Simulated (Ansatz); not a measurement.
One atom moved over a plane in AlCo

Computed with DFT PBE, scalar-relativistic, plane waves, PAW (Ansatz). Cutoff 420 eV, Γ-centred 16×16×16 k-points, Gaussian smearing of 0.15 eV. Collinear spins, started from moments 0.0, 0.2 μB in atom order; the magnetic state may not be the lowest. Energies are free energies at this smearing, counted from the undisturbed cell; pressure is positive in compression.

The starting cell (as given, not relaxed at this level; it stands at 6.7 GPa, and it needn't be the usual structure):

```
CELL_PARAMETERS angstrom
2.81940 0.00000 0.00000
0.00000 2.81940 0.00000
0.00000 0.00000 2.81940
ATOMIC_POSITIONS crystal
Al 0.00000 0.00000 0.00000
Co 0.50000 0.50000 0.50000
```

Atom 2 (Co) is moved by p along (0.707, 0.707, 0.000) and q along (0.000, 0.000, 1.000) (Å), all else fixed. Points are written (p, q).

Energy above the undisturbed cell in eV/cell (a dash: not computed):

```csv
p \ q,-0.200,-0.100,0.000,0.100,0.200
-0.200,0.35,?,0.17,?,0.35
-0.100,?,0.08,0.04,0.08,?
0.000,0.16,0.04,0.00,0.04,0.16
0.100,?,0.08,0.04,0.08,?
0.200,0.35,?,0.17,?,0.35
```

Question: Fill in the withheld energies.

Answer: (-0.200, -0.100): 0.21; (-0.200, 0.100): 0.21; (-0.100, -0.200): 0.21; (-0.100, 0.200): 0.21; (0.100, -0.200): 0.21; (0.100, 0.200): 0.21; (0.200, -0.100): 0.21; (0.200, 0.100): 0.21.